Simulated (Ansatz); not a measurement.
**AlNi: what a set of calculations says**

Plane-wave DFT in Ansatz with scalar-relativistic PAW potentials. The crystal relaxes under PBE to P4/mmm with a = 2.889 Å, c = 2.901 Å, 12.11 Å³/atom. No spin polarisation. Whether it is the stable form of this composition wasn't checked.

```xyz
2
Lattice="2.0428 -2.0428 0.0000 2.0428 2.0428 0.0000 0.0000 0.0000 2.9011" Properties=species:S:1:pos:R:3 pbc="T T T"
Al    0.0000    0.0000    0.0000
Ni    2.0428    0.0000    1.4506
```

Each line comes from a run of its own, at the level named and at that level's relaxed cell.

- Compression. PBEsol: B0 = 173 GPa, B' = 4.3.
- Elasticity. LDA: B = 185, G = 83, E = 217 GPa, ν = 0.30 (Hill).
- Under pressure. PBEsol: at 40 GPa the volume is 85.0 % of its rest value, relaxed within the start's symmetry (group found there: Pm-3m).

All values are for 0 K without zero-point motion.